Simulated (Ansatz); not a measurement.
# Ga: the cost of one run

Method: DFT PBEsol, scalar-relativistic, in Ansatz 0.2.0.

## 1. The starting structure

It takes space group Cmce (No. 64, orthorhombic). Conventional cell: a = 4.511 Å, b = 7.645 Å, c = 4.517 Å, α = 90.00°, β = 90.00°, γ = 90.00°. Around Ga (site symmetry m) lie 7 Ga at 2.44 to 2.79 Å.

As a file:

```xyz
4
Lattice="2.2553 -3.8224 0.0000 2.2553 3.8224 0.0000 0.0000 0.0000 4.5167" Properties=species:S:1:pos:R:3 pbc="T T T"
Ga    2.2553    2.6566    0.3546
Ga    2.2553   -1.1658    1.9038
Ga    2.2553   -2.6566    4.1621
Ga    2.2553    1.1658    2.6129
```

Atoms are numbered in the order of the input: Ga1, Ga2, Ga3, Ga4.

## 2. The deformed structure

Space group Cmce before, P-1 after.

## 3. LAPW, all electrons

input.yaml reads:

```yaml
crystal:
  lattice:
    - [2.236238, -3.81112325, -0.00783525]
    - [2.274462, 3.83367675, 0.03038875]
    - [0.0225835, 0.0225835, 4.5167]
  atoms:
    - { symbol: Ga, position: [0.1525, 0.8475, 0.0785] }
    - { symbol: Ga, position: [0.6525, 0.3475, 0.4215] }
    - { symbol: Ga, position: [0.8475, 0.1525, 0.9215] }
    - { symbol: Ga, position: [0.3475, 0.6525, 0.5785] }
kpoints:
  mp_grid: { grid: [9, 9, 8] }
  band_path:
    path:
      - [0.0, 0.0, 0.0]
      - [0.5, 0.0, 0.0]
      - [0.0, 0.0, -0.5]
      - [0.0, 0.0, 0.0]
      - [0.0, 0.5, 0.0]
      - [-0.5, 0.5, 0.5]
      - [0.0, 0.0, 0.0]
      - [0.0, 0.5, 0.5]
      - [-0.5, 0.5, 0.0]
    npoints: 5
scf:
  occupations: { method: fermi_dirac, width: 0.05 }
hamiltonian:
  xc: pbesol
  pseudopotentials: { kind: all_electron, lapw: { basis_error: 0.001 } }
output:
  forces: true
  stress: true
  eigenvalues: true
```

Command:

```console
ansatz run input.yaml --threads 1 --pin off --max-ram 6144MiB --backend cpu --events-out ev --progress --plain --runs-dir out
```

What time and memory should one allow on 1 thread of Arm Neoverse V2, shared host?

About 6.2 min, with a peak of 2.1 GiB.
